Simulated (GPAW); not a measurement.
# Rh (Fm-3m) in GPAW: settings compared

Aim: see how the results for Rh move with the level of theory and the settings. Levels: PBEsol+D4, PBEsol. Tasks: relaxation of cell and atoms.

All numbers are computed with GPAW 26.7.0; they aren't measurements. Logs are shortened: lines on timing, memory, paths and dates and some standing lists are left out, and cuts for length are marked. The log counts tension as positive stress, the text compression.

## (1) Starting point

It takes space group Fm-3m (No. 225, cubic). The conventional cell has a = 3.796 Å, b = 3.796 Å, c = 3.796 Å, α = 90.00°, β = 90.00°, γ = 90.00°. Around Rh (site symmetry m-3m) lie 12 Rh at 2.68 Å.

## (2) Relaxation of cell and atoms, PBEsol+D4

Contents of run.py:

```python
from ase import Atoms
from ase.calculators.mixing import SumCalculator
from ase.filters import FrechetCellFilter
from ase.io import write
from ase.optimize import BFGS
from dftd4.ase import DFTD4
from gpaw import GPAW, PW, setup_paths

setup_paths.insert(0, '.')

atoms = Atoms(['Rh'],
              cell=[[0.0, 1.89785, 1.89785],
                    [1.89785, 0.0, 1.89785],
                    [1.89785, 1.89785, 0.0]],
              scaled_positions=[[0.0, 0.0, 0.0]],
              pbc=True)

calc = GPAW(mode=PW(600),
            xc='PBEsol',
            kpts={'size': (12, 12, 12), 'gamma': True},
            occupations={'name': 'fermi-dirac', 'width': 0.05},
            nbands=16,
            convergence={'density': 1e-05, 'forces': 0.0001},
            maxiter=150,
            txt='gpaw.txt')
atoms.calc = SumCalculator([calc, DFTD4(method='pbesol')])
opt = BFGS(FrechetCellFilter(atoms), trajectory='relax.traj', logfile='-')
done = opt.run(fmax=0.02, steps=60)
calc.write('gs.gpw')
write('result.traj', atoms)
print('Converged:', done)
print('Cell:', atoms.cell.cellpar().round(4))
print('Volume:', round(atoms.get_volume(), 4))
print(atoms.get_scaled_positions().round(5))
```

Potentials or basis: PAW data sets generated in the run's folder for this functional, pw.

Launch:

```console
> gpaw-setup -f PBEsol Rh
> OMP_NUM_THREADS=1 python run.py
```

gpaw.txt:

```text
__  _  _
 | _ |_)|_||  |
 |__||  | ||/\| - 26.7.0

Input parameters:
  mode=PW(ecut=600.0),
  convergence={'density': 1e-05, 'forces': 0.0001},
  kpts=MonkhorstPack(size=(12, 12, 12), gamma=True),
  maxiter=150,
  nbands=16,
  occupations=Occupations(name='fermi-dirac', width=0.05),
  xc=XC(name='PBEsol')

Diagonalizing LCAO Hamiltonian
Converting LCAO to pw mode

       Rh

Atoms  # Å, Bohr magnetons
|   | symbol |        x |        y |        z |    initial magnetic moments |
|---|--------|----------|----------|----------|-----------------------------|
| 0 |     Rh | 0.000000 | 0.000000 | 0.000000 | ( 0.0000,  0.0000,  0.0000) |

Unit cell  # Å
| periodic |        x |        y |        z |  lengths |    angles |
|----------|----------|----------|----------|----------|-----------|
|      yes | 0.000000 | 1.897850 | 1.897850 | 2.683965 | 60.000000 |
|      yes | 1.897850 | 0.000000 | 1.897850 | 2.683965 | 60.000000 |
|      yes | 1.897850 | 1.897850 | 0.000000 | 2.683965 | 60.000000 |

Number of symmetries: 48
Symmetry operations  # r_c * U_cc + t_c -> r_c
|    | kind |            matrix            |
|----|------|------------------------------|
|  0 |  σ   |  1, 0, 0,  1, 0,-1,  1,-1, 0 |
|  1 |  C2  |  1, 0, 0,  1,-1, 0,  1, 0,-1 |
|  2 |  E   |  1, 0, 0,  0, 1, 0,  0, 0, 1 |
|  3 |  σ   |  1, 0, 0,  0, 0, 1,  0, 1, 0 |
|  4 |  C4  |  1, 0,-1,  1, 0, 0,  1,-1, 0 |
|  5 |  S6  |  1, 0,-1,  1,-1, 0,  1, 0, 0 |
|  6 |  σ   |  1, 0,-1,  0, 1,-1,  0, 0,-1 |
|  7 |  C3  |  1, 0,-1,  0, 0,-1,  0, 1,-1 |
|  8 |  S6  |  1,-1, 0,  1, 0, 0,  1, 0,-1 |
|  9 |  C4  |  1,-1, 0,  1, 0,-1,  1, 0, 0 |
| 10 |  C3  |  1,-1, 0,  0,-1, 1,  0,-1, 0 |
| 11 |  σ   |  1,-1, 0,  0,-1, 0,  0,-1, 1 |
| 12 |  σ   |  0, 1, 0,  1, 0, 0,  0, 0, 1 |
| 13 |  C4  |  0, 1, 0,  0, 1,-1, -1, 1, 0 |
[... 144 lines left out ...]
SCF iterations
|iter     | |      energy | eigst |  dens |force |
|---------|-|-------------|-------|-------|------|
|iter:   1| |   -8.834917 | +0.05 |       |      |
|iter:   2| |   -8.690846 | -2.72 | -1.08 |      |
|iter:   3| |   -8.177311 | -2.03 | -1.14 |      |
|iter:   4| |   -8.172604 | -3.66 | -2.29 |      |
|iter:   5| |   -8.170832c| -3.64 | -2.48 |      |
|iter:   6| |   -8.170828c| -6.25 | -3.54 |      |
|iter:   7| |   -8.170830c| -6.45 | -3.80 |      |
|iter:   8| |   -8.170830c| -7.62c| -5.14c|      |
|iter:   9| |   -8.170830c| -8.46c| -5.80c|-23.50c|

Converged in 9 steps
Energy contributions relative to reference atoms: (reference = -130069.661446)

Energy contributions:
  Kinetic:          -5.638698
  Coulomb:           2.972705
  Zero:             -0.067787
  External:          0.000000
  Xc:               -5.432946
  Entropy:          -0.008208
  Spinorbit:         0.000000
  ----------------------------
  Free energy:      -8.174934
  Extrapolated:     -8.170830
[... 11 lines left out ...]
|          4 |         8.671 |     2.000 |
|          5 |         8.671 |     2.000 |
[... 8 lines left out ...]
|         14 |        43.903 |     0.000 |
|         15 |        44.068 |     0.000 |

No gap
No difference between direct/indirect transitions

Stress tensor  # eV/Ang^3
|         x |        y |         z |
|-----------|----------|-----------|
|  0.009003 | 0.000000 | -0.000000 |
|  0.000000 | 0.009003 |  0.000000 |
| -0.000000 | 0.000000 |  0.009003 |

Forces  # eV/Ang
|       x |        y |       z |
|---------|----------|---------|
| 0.00000 | -0.00000 | 0.00000 |  # Rh   0

Interpolating wave functions to new cell

       Rh

Atoms  # Å, Bohr magnetons
|   | symbol |        x |         y |         z |    initial magnetic moments |
|---|--------|----------|-----------|-----------|-----------------------------|
| 0 |     Rh | 0.000000 | -0.000000 | -0.000000 | ( 0.0000,  0.0000,  0.0000) |

Unit cell  # Å
| periodic |        x |         y |         z |  lengths |    angles |
|----------|----------|-----------|-----------|----------|-----------|
|      yes | 0.000000 |  1.882694 |  1.882694 | 2.662532 | 60.000000 |
|      yes | 1.882694 | -0.000000 |  1.882694 | 2.662532 | 60.000000 |
|      yes | 1.882694 |  1.882694 | -0.000000 | 2.662532 | 60.000000 |

Number of symmetries: 48
Symmetry operations  # r_c * U_cc + t_c -> r_c
|    | kind |            matrix            |
|----|------|------------------------------|
|  0 |  σ   |  1, 0, 0,  1, 0,-1,  1,-1, 0 |
|  1 |  C2  |  1, 0, 0,  1,-1, 0,  1, 0,-1 |
|  2 |  E   |  1, 0, 0,  0, 1, 0,  0, 0, 1 |
|  3 |  σ   |  1, 0, 0,  0, 0, 1,  0, 1, 0 |
|  4 |  C4  |  1, 0,-1,  1, 0, 0,  1,-1, 0 |
|  5 |  S6  |  1, 0,-1,  1,-1, 0,  1, 0, 0 |
|  6 |  σ   |  1, 0,-1,  0, 1,-1,  0, 0,-1 |
|  7 |  C3  |  1, 0,-1,  0, 0,-1,  0, 1,-1 |
|  8 |  S6  |  1,-1, 0,  1, 0, 0,  1, 0,-1 |
|  9 |  C4  |  1,-1, 0,  1, 0,-1,  1, 0, 0 |
| 10 |  C3  |  1,-1, 0,  0,-1, 1,  0,-1, 0 |
| 11 |  σ   |  1,-1, 0,  0,-1, 0,  0,-1, 1 |
| 12 |  σ   |  0, 1, 0,  1, 0, 0,  0, 0, 1 |
| 13 |  C4  |  0, 1, 0,  0, 1,-1, -1, 1, 0 |
[... 144 lines left out ...]
SCF iterations
|iter     | |      energy | eigst |  dens |force |
|---------|-|-------------|-------|-------|------|
|iter:   1| |   -8.183777 | -1.57 |       |      |
|iter:   2| |   -8.179572 | -4.92 | -1.85 |      |
|iter:   3| |   -8.166094 | -3.66 | -1.90 |      |
|iter:   4| |   -8.166460 | -4.97 | -2.76 |      |
|iter:   5| |   -8.166706c| -4.85 | -3.05 |      |
|iter:   6| |   -8.166706c| -7.21 | -4.06 |      |
|iter:   7| |   -8.166707c| -7.80c| -4.34 |      |
|iter:   8| |   -8.166707c| -9.34c| -5.90c|      |
|iter:   9| |   -8.166707c|-10.20c| -6.22c|-24.70c|

Converged in 9 steps
Energy contributions relative to reference atoms: (reference = -130069.661446)

Energy contributions:
  Kinetic:          -3.242526
  Coulomb:           0.993425
  Zero:             -0.073366
  External:          0.000000
  Xc:               -5.840329
  Entropy:          -0.007822
  Spinorbit:         0.000000
  ----------------------------
  Free energy:      -8.170618
  Extrapolated:     -8.166707
[... 11 lines left out ...]
|          4 |         9.004 |     2.000 |
|          5 |         9.004 |     2.000 |
[... 8 lines left out ...]
|         14 |        44.380 |     0.000 |
|         15 |        44.888 |     0.000 |

No gap
No difference between direct/indirect transitions

Stress tensor  # eV/Ang^3
|         x |         y |         z |
|-----------|-----------|-----------|
| -0.036305 | -0.000000 |  0.000000 |
| -0.000000 | -0.036305 | -0.000000 |
|  0.000000 | -0.000000 | -0.036305 |

Forces  # eV/Ang
|       x |       y |        z |
|---------|---------|----------|
| 0.00000 | 0.00000 | -0.00000 |  # Rh   0

Interpolating wave functions to new cell

       Rh

Atoms  # Å, Bohr magnetons
|   | symbol |        x |         y |        z |    initial magnetic moments |
|---|--------|----------|-----------|----------|-----------------------------|
| 0 |     Rh | 0.000000 | -0.000000 | 0.000000 | ( 0.0000,  0.0000,  0.0000) |

Unit cell  # Å
| periodic |         x |        y |         z |  lengths |    angles |
|----------|-----------|----------|-----------|----------|-----------|
|      yes | -0.000000 | 1.883675 |  1.883675 | 2.663918 | 60.000000 |
|      yes |  1.883675 | 0.000000 |  1.883675 | 2.663918 | 60.000000 |
|      yes |  1.883675 | 1.883675 | -0.000000 | 2.663918 | 60.000000 |

Number of symmetries: 48
Symmetry operations  # r_c * U_cc + t_c -> r_c
|    | kind |            matrix            |
|----|------|------------------------------|
|  0 |  σ   |  1, 0, 0,  1, 0,-1,  1,-1, 0 |
|  1 |  C2  |  1, 0, 0,  1,-1, 0,  1, 0,-1 |
|  2 |  E   |  1, 0, 0,  0, 1, 0,  0, 0, 1 |
|  3 |  σ   |  1, 0, 0,  0, 0, 1,  0, 1, 0 |
|  4 |  C4  |  1, 0,-1,  1, 0, 0,  1,-1, 0 |
|  5 |  S6  |  1, 0,-1,  1,-1, 0,  1, 0, 0 |
|  6 |  σ   |  1, 0,-1,  0, 1,-1,  0, 0,-1 |
|  7 |  C3  |  1, 0,-1,  0, 0,-1,  0, 1,-1 |
|  8 |  S6  |  1,-1, 0,  1, 0, 0,  1, 0,-1 |
|  9 |  C4  |  1,-1, 0,  1, 0,-1,  1, 0, 0 |
| 10 |  C3  |  1,-1, 0,  0,-1, 1,  0,-1, 0 |
| 11 |  σ   |  1,-1, 0,  0,-1, 0,  0,-1, 1 |
| 12 |  σ   |  0, 1, 0,  1, 0, 0,  0, 0, 1 |
| 13 |  C4  |  0, 1, 0,  0, 1,-1, -1, 1, 0 |
[... 144 lines left out ...]
SCF iterations
|iter     | |      energy | eigst |  dens |force |
|---------|-|-------------|-------|-------|------|
|iter:   1| |   -8.167480 | -3.89 |       |      |
|iter:   2| |   -8.167465 | -7.26 | -3.04 |      |
|iter:   3| |   -8.167421c| -6.04 | -3.09 |      |
|iter:   4| |   -8.167423c| -7.32 | -3.94 |      |
|iter:   5| |   -8.167424c| -7.18 | -4.23 |      |
|iter:   6| |   -8.167424c| -8.30c| -5.25c|      |
|iter:   7| |   -8.167424c| -8.63c| -5.53c|-25.03c|

Converged in 7 steps
Energy contributions relative to reference atoms: (reference = -130069.661446)

Energy contributions:
  Kinetic:          -3.404263
  Coulomb:           1.126995
  Zero:             -0.072990
  External:          0.000000
  Xc:               -5.813244
  Entropy:          -0.007846
  Spinorbit:         0.000000
  ----------------------------
  Free energy:      -8.171347
  Extrapolated:     -8.167424
[... 11 lines left out ...]
|          4 |         8.982 |     2.000 |
|          5 |         8.982 |     2.000 |
[... 8 lines left out ...]
|         14 |        44.360 |     0.000 |
|         15 |        44.824 |     0.000 |

No gap
No difference between direct/indirect transitions

Stress tensor  # eV/Ang^3
|         x |         y |         z |
|-----------|-----------|-----------|
| -0.033192 | -0.000000 | -0.000000 |
| -0.000000 | -0.033192 | -0.000000 |
| -0.000000 | -0.000000 | -0.033192 |

Forces  # eV/Ang
|        x |       y |        z |
|----------|---------|----------|
| -0.00000 | 0.00000 | -0.00000 |  # Rh   0

# Writing to gs.gpw (mode='')
```

Run time: 43 s. Hardware: 1 thread of Intel Xeon Platinum 8488C (Sapphire Rapids), shared host; peak memory 0.17 GiB.

What came out:

- Free energy: -8.6761 eV
- Relaxed volume: 13.37 Å³/atom
- Relaxed cell: a = 2.664 Å, b = 2.664 Å, c = 2.664 Å, α = 60.00°, β = 60.00°, γ = 60.00°
- Space group after relaxing (to 0.05 Å): Fm-3m (No. 225)
- Energy gained by relaxing: 6.5 meV/atom
- Ionic steps: 3
- Pressure after relaxing: 0.0 GPa
- Band gap on the k mesh: none (metal or under the smearing width)
- Dispersion energy per atom: -0.505 eV

The path:
```
step  energy change (eV)  largest force (eV/Å)  pressure (GPa)  volume (Å³)
   1              0.0000                0.0000           -6.58        13.67
   2             -0.0065                0.0000            0.47        13.35
   3             -0.0065                0.0000           -0.02        13.37
```

Final structure:
```
CELL_PARAMETERS angstrom
0.00000 1.88367 1.88367
1.88367 0.00000 1.88367
1.88367 1.88367 0.00000
ATOMIC_POSITIONS crystal
Rh 0.00000 0.00000 0.00000
```

Caveat: later steps reuse the first step's grids; pairwise dispersion overbinds metals, which lowers pressure and volume.

(Continued in part 2 of 2.)
